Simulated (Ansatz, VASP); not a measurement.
Given: the input of a run of VASP 6.6.1 on C. 

Contents of INCAR:

```
PREC = Accurate ; ENCUT = 600
EDIFF = 1E-7 ; ISMEAR = -1
SIGMA = 0.05 ; LREAL = F
LASPH = T ; NELM = 100
ALGO = Normal ; ISIF = 3
LWAVE = F ; LCHARG = F
GGA = RP ; IBRION = 2
NSW = 40 ; EDIFFG = -0.01
```

KPOINTS

```
regular mesh
0
Gamma
  13 13 13
```

Contents of POSCAR:

```
C
1.0
    0.0000000000      1.7833700000      1.7833700000
    1.7833700000      0.0000000000      1.7833700000
    1.7833700000      1.7833700000      0.0000000000
C
2
Direct
    0.7500000000      0.7500000000      0.7500000000
    0.5000000000      0.5000000000      0.5000000000
```

Potentials or basis: VASP PAW PBE potentials, release 64 (C).

The run is started by

```console
$ cat potpaw_PBE.64/C/POTCAR > POTCAR
$ mpirun -np 1 vasp_std > vasp.out
```

Q: Set up the same calculation for Ansatz 0.2.0. Potentials or basis there: Ansatz PAW, cutoff 420 eV.

A: As run (cutoffs and basis follow the program's own potentials, and thresholds, step limits or extra output files can differ):

Contents of input.yaml:

```yaml
crystal:
  lattice:
    - [0.0, 1.78337, 1.78337]
    - [1.78337, 0.0, 1.78337]
    - [1.78337, 1.78337, 0.0]
  atoms:
    - { symbol: C, position: [0.75, 0.75, 0.75] }
    - { symbol: C, position: [0.5, 0.5, 0.5] }
hamiltonian:
  xc: rpbe
  pseudopotentials: { kind: paw }
kpoints:
  mp_grid: { grid: [13, 13, 13] }
scf:
  occupations: { method: fermi_dirac, width: 0.05 }
output:
  forces: true
  stress: true
  write_density: true
  write_potential: true
  elf: true
  volumetric_format: npy
relax:
  f_tol: 0.01
  max_steps: 40
  cell: { stress_tol: 0.05 }
```

Potentials or basis: Ansatz PAW.

Run with:

```console
$ ansatz run input.yaml --threads 2 --pin off --max-ram 5632MiB --backend cpu --events-out ev --progress --plain --runs-dir out
```

Both were run:

|  | VASP | Ansatz |
| --- | --- | --- |
| Relaxed volume | 5.77 Å³/atom | 5.78 Å³/atom |
| Relaxed cell | a = 2.537 Å, b = 2.537 Å, c = 2.537 Å, α = 60.00°, β = 60.00°, γ = 60.00° | a = 2.538 Å, b = 2.538 Å, c = 2.538 Å, α = 60.00°, β = 60.00°, γ = 60.00° |
| Space group after relaxing | Fd-3m (No. 227) | Fd-3m (No. 227) |
| Pressure after relaxing | 0.0 GPa | 0.0 GPa |

Ansatz's pressure holds a Pulay term of +0.88 GPa for its cutoff of 420 eV, which the other run lacks.

VASP's potentials were made for PBE. Ansatz's potentials were made for PBE.

Where Ansatz's input types no cutoff or centring, it takes its own default and a Γ-centred mesh.

Pressure is positive in compression.
